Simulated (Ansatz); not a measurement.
The system is CdF2.

```xyz
3
Lattice="0.0000 2.6940 2.6940 2.6940 0.0000 2.6940 2.6940 2.6940 0.0000" Properties=species:S:1:pos:R:3 pbc="T T T"
Cd    0.0000    0.0000    0.0000
F     4.0410    4.0410    4.0410
F     1.3470    1.3470    1.3470
```

Program: Ansatz 0.2.0. Alike in all runs: task band structure; potentials or basis Ansatz PAW; no spin polarisation; cell as given; k mesh 9 × 9 × 9; smearing fermi-dirac 0.05 eV.

Task: Order these runs on this cell by their pressure, lowest first.
A. level PBE; cutoff (eV) 420
B. level r2SCAN; cutoff (eV) 500
C. level LDA; cutoff (eV) 420

Result: C (-5.7 GPa), B (0.0 GPa), A (5.5 GPa).

Caveats: the PAW data sets come from PBE, with cores solved anew for the run's functional, which leaves a small shift of forces and pressure (some runs).
